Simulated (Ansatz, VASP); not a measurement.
## One calculation of Mg2Ge, two programs

The input INCAR:

```
ALGO = Normal ; EDIFF = 1E-6
ENCUT = 520 ; GGA = PE
ISIF = 2 ; ISMEAR = 0
LASPH = T ; LCHARG = F
LREAL = F ; LWAVE = F
NBANDS = 16 ; NELM = 100
PREC = Accurate ; SIGMA = 0.1
```

KPOINTS

```
k-points
0
Gamma
  6 6 6
```

File POSCAR:

```
Mg2Ge
1.0
    0.0000000000      3.1890000000      3.1890000000
    3.1890000000      0.0000000000      3.1890000000
    3.1890000000      3.1890000000      0.0000000000
Mg Ge
2 1
Direct
    0.2500000000      0.2500000000      0.2500000000
    0.7500000000      0.7500000000      0.7500000000
    0.0000000000      0.0000000000      0.0000000000
```

Input for Ansatz:

```yaml
crystal:
  lattice:
    - [0.0, 3.189, 3.189]
    - [3.189, 0.0, 3.189]
    - [3.189, 3.189, 0.0]
  atoms:
    - { symbol: Mg, position: [0.25, 0.25, 0.25] }
    - { symbol: Mg, position: [0.75, 0.75, 0.75] }
    - { symbol: Ge, position: [0.0, 0.0, 0.0] }
basis:
  ecutwfc: 420
kpoints:
  mp_grid: { grid: [6, 6, 6] }
hamiltonian:
  xc: pbe
scf:
  occupations: { method: gaussian, width: 0.1 }
output:
  forces: true
  stress: true
  eigenvalues: true
```

Alike in both runs: task single point; functional PBE; k mesh 6 × 6 × 6; occupations gaussian, width 0.1 eV; no spin polarisation.

```csv
,VASP,Ansatz
version,VASP 6.6.1,Ansatz 0.2.0
potentials or method,"VASP PAW PBE potentials, release 64 (Mg, Ge_d)","scalar-relativistic, plane waves, PAW"
plane-wave cutoff (eV),520,420
valence electrons in the cell,18,34
```

```tsv
	VASP	Ansatz	Ansatz less VASP
gap on the k mesh at the Fermi level (eV)	0.14	0.14	+0.003
least direct gap on the mesh (eV)	1.05	1.06	+0.005
pressure (GPa)	0.8	1.0	+0.16
```

The two sets of potentials don't hold the same shells in valence.

A k mesh can miss the band edges. A hybrid or GW would open this gap; PBE tends to underestimate it.
